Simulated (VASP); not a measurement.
# CaH4 (Pm-3m) in VASP: reference runs

Reference runs on CaH4: the cell as given.

Program: VASP 6.6.1. These are calculated values, not measurements. Logs are shortened: lines on timing, memory, paths and dates and some standing lists are left out, and cuts for length are marked.

## Step 1: The structure

It takes space group Pm-3m (No. 221, cubic). Conventional cell: a = 4.168 Å, b = 4.168 Å, c = 4.168 Å, α = 90.00°, β = 90.00°, γ = 90.00°. Ca (site symmetry m-3m) is surrounded by 6 H at 2.08 Å. Around H (site symmetry 4/mmm) lie 2 Ca at 2.08 Å. Around H (site symmetry m-3m) lie 12 H at 2.95 Å.

The cell was built by a generator and needn't be a form met in nature.

## Step 2: Single point, PBE

INCAR reads:

```
ALGO = Normal
EDIFF = 1E-7
ENCUT = 520
GGA = PE
ISIF = 2
ISMEAR = -1
LASPH = True
LCHARG = False
LREAL = False
LWAVE = False
NBANDS = 15
NELM = 60
PREC = Accurate
SIGMA = 0.05
```

KPOINTS reads:

```
k-points
0
Gamma
  7 7 7
```

POSCAR reads:

```
CaH4
1.0
    4.1679800000      0.0000000000      0.0000000000
    0.0000000000      4.1679800000      0.0000000000
    0.0000000000      0.0000000000      4.1679800000
Ca H
1 4
Direct
    0.0000000000      0.0000000000      0.0000000000
    0.5000000000      0.0000000000      0.0000000000
    0.0000000000      0.5000000000      0.0000000000
    0.0000000000      0.0000000000      0.5000000000
    0.5000000000      0.5000000000      0.5000000000
```

Potentials or basis: VASP PAW PBE potentials, release 64 (Ca_sv, H).

Launch:

```sh
> cat potpaw_PBE.64/Ca_sv/POTCAR potpaw_PBE.64/H/POTCAR > POTCAR
> mpirun -np 1 vasp_std > vasp.out
```

OUTCAR:

```text
EDIFF = 1E-7
   ENCUT = 520
   GGA = PE
   ISIF = 2
   ISMEAR = -1
   LASPH = True
   LREAL = False
   NELM = 60
   PREC = Accurate

 ion  position               nearest neighbor table
   1  0.000  0.000  0.000-
   2  0.500  0.000  0.000-
   3  0.000  0.500  0.000-
   4  0.000  0.000  0.500-
   5  0.500  0.500  0.500-

  LATTYP: Found a simple cubic cell.
 ALAT       =     4.1679800000

  Lattice vectors:

 A1 = (   4.1679800000,   0.0000000000,   0.0000000000)
 A2 = (   0.0000000000,   4.1679800000,   0.0000000000)
 A3 = (   0.0000000000,   0.0000000000,   4.1679800000)

Analysis of symmetry for initial positions (statically):
=====================================================================
 Subroutine PRICEL returns:
 Original cell was already a primitive cell.

 Routine SETGRP: Setting up the symmetry group for a
 simple cubic supercell.

 Subroutine GETGRP returns: Found 48 space group operations
 (whereof 48 operations were pure point group operations)
 out of a pool of 48 trial point group operations.

The static configuration has the point symmetry O_h .

Analysis of symmetry for dynamics (positions and initial velocities):
=====================================================================
 Subroutine PRICEL returns:
 Original cell was already a primitive cell.

 Routine SETGRP: Setting up the symmetry group for a
 simple cubic supercell.

 Subroutine GETGRP returns: Found 48 space group operations
 (whereof 48 operations were pure point group operations)
 out of a pool of 48 trial point group operations.

The dynamic configuration has the point symmetry O_h .

 Subroutine INISYM returns: Found 48 space group operations
 (whereof 48 operations are pure point group operations),
 and found     1 'primitive' translations

----------------------------------------------------------------------------------------

                                     Primitive cell

  volume of cell :      72.4064

  direct lattice vectors                    reciprocal lattice vectors
     4.167980000  0.000000000  0.000000000     0.239924376  0.000000000  0.000000000
     0.000000000  4.167980000  0.000000000     0.000000000  0.239924376  0.000000000
     0.000000000  0.000000000  4.167980000     0.000000000  0.000000000  0.239924376

[... 94 lines left out ...]
   PSTRESS=    0.0 pullay stress
   NELECT =      14.0000    total number of electrons
   NUPDOWN=      -1.0000    fix difference up-down
   EMIN   =  10.00;   EMAX   =-10.00  energy-range for DOS
   EFERMI =   0.00;   METHOD = LEGACY
   ISMEAR =    -1;   SIGMA  =   0.05  broadening in eV -4-tet -1-fermi 0-gaus
   EFERMI_NEDOS =   21; number of points for ismear=-14 and -15
   IALGO  =     38    algorithm
   IMIX   =      4    mixing-type and parameters
     AMIX     =   0.40;   BMIX     =  1.00
     AMIX_MAG =   1.60;   BMIX_MAG =  1.00
  volume/ion in A,a.u.               =      14.48        97.72
  Fermi-wavevector in a.u.,A,eV,Ry     =   0.946655  1.788919 12.192947  0.896156
  Thomas-Fermi vector in A             =   2.074674
   LORBIT       =      0    0 simple, 1 ext, 2 COOP (PROOUT), +10 PAW based schemes
   GGA     = PE    functional components
   LHFCALC =     F    Hartree Fock is set to
   AEXX    =    0.0000 exact exchange contribution
   IVDW    =     0    specifies the selected vdW correction
   LEPSILON=     F    determine dielectric tensor
   LRPA    =     F    only Hartree local field effects (RPA)
 non-spin polarized calculation
  energy-cutoff  :      520.00
  volume of cell :       72.41
 maximum number of plane-waves:      1965
 NGX is ok and might be reduce to    32
   NGX = 15   NGY = 15   NGZ = 15

 number of electron      14.0000005 magnetization

 Free energy of the ion-electron system (eV)
  ---------------------------------------------------
  ext. energy  EPLUGINS =         0.00000000
  ---------------------------------------------------
  free energy    TOTEN  =       -11.32767001 eV

  energy without entropy =      -11.30864070  energy(sigma->0) =      -11.31815535

 E-fermi :  -2.5472     XC(G=0):  -7.2492

 val. band max:       -2.5757193205   @ k =   0.4286   0.4286   0.4286
 cond. band min:      -2.5147285053   @ k =   0.4286   0.4286   0.0000
 fundamental gap:      0.0609908152
 Fermi energy:        -2.5471553547

 k-point     1 :       0.0000    0.0000    0.0000
  band No.  band energies     occupation
      1     -40.6516      2.00000
      2     -21.6867      2.00000
      3     -21.6867      2.00000
      4     -21.6867      2.00000
      5      -6.2319      2.00000
      6      -3.2718      2.00000
      7      -3.2718      2.00000
      8      -1.5677      0.00000
      9       4.6295      0.00000
     10       4.6295      0.00000
     11       4.6295      0.00000
     12       5.6490      0.00000
     13       5.6490      0.00000
     14       5.6490      0.00000
[... 329 lines left out ...]
      2     -21.7604      2.00000
      3     -21.7602      2.00000
      4     -21.7602      2.00000
      5      -2.9190      1.99882
      6      -2.5757      1.27812
      7      -2.4836      0.43786
      8      -2.4836      0.43786
      9       1.7941      0.00000
     10       1.7941      0.00000
     11       2.0007      0.00000
     12       4.6276      0.00000
     13       4.6276      0.00000
     14       5.7851      0.00000
     15       7.8483      0.00000

------------------------ aborting loop because EDIFF is reached ----------------------------------------

  FORCE on cell =-STRESS in cart. coord.  units (eV):
  Direction    XX          YY          ZZ          XY          YZ          ZX
  --------------------------------------------------------------------------------------
  -------------------------------------------------------------------------------------
  Total        0.0126974      0.0126974      0.0126974      0.0000000      0.0000000      0.0000000
  in kB        0.2809631      0.2809631      0.2809631      0.0000000      0.0000000      0.0000000
  external PRESSURE =       0.2809631 kB  Pullay stress =       0.0000000 kB

 VOLUME and BASIS-vectors are now :
 -----------------------------------------------------------------------------
  energy-cutoff  :      520.00
  volume of cell :       72.41
      direct lattice vectors                 reciprocal lattice vectors
     4.167980000  0.000000000  0.000000000     0.239924376  0.000000000  0.000000000
     0.000000000  4.167980000  0.000000000     0.000000000  0.239924376  0.000000000
     0.000000000  0.000000000  4.167980000     0.000000000  0.000000000  0.239924376

 POSITION                                       TOTAL-FORCE (eV/Angst)
 -----------------------------------------------------------------------------------
      0.00000      0.00000      0.00000         0.000000      0.000000      0.000000
      2.08399      0.00000      0.00000         0.000000      0.000000      0.000000
      0.00000      2.08399      0.00000         0.000000      0.000000      0.000000
      0.00000      0.00000      2.08399         0.000000      0.000000      0.000000
      2.08399      2.08399      2.08399         0.000000      0.000000      0.000000
 -----------------------------------------------------------------------------------
    total drift:                                0.000000      0.000000     -0.000000

  FREE ENERGIE OF THE ION-ELECTRON SYSTEM (eV)
  ---------------------------------------------------
  free  energy   TOTEN  =       -11.3276700059 eV

  energy  without entropy=      -11.3086406956  energy(sigma->0) =      -11.31815535
```

It took 25 s on 1 thread of Intel Xeon Platinum 8259CL at 2.50GHz (Skylake/Cascade Lake), shared host; peak memory 0.18 GiB.

Results:

```yaml
Free_energy: -11.3277 eV
Pressure: 0.0 GPa
Band_gap_on_the_k_mesh: none (metal or under the smearing width)
```

Levels at points of the mesh, in eV from the Fermi level:
| k point | band 4 | band 5 | band 6 | band 7 | band 8 | band 9 | band 10 | band 11 |
| --- | --- | --- | --- | --- | --- | --- | --- | --- |
| (0.00, 0.00, 0.00) | -19.14 | -3.68 | -0.72 | -0.72 | 0.98 | 7.18 | 7.18 | 7.18 |
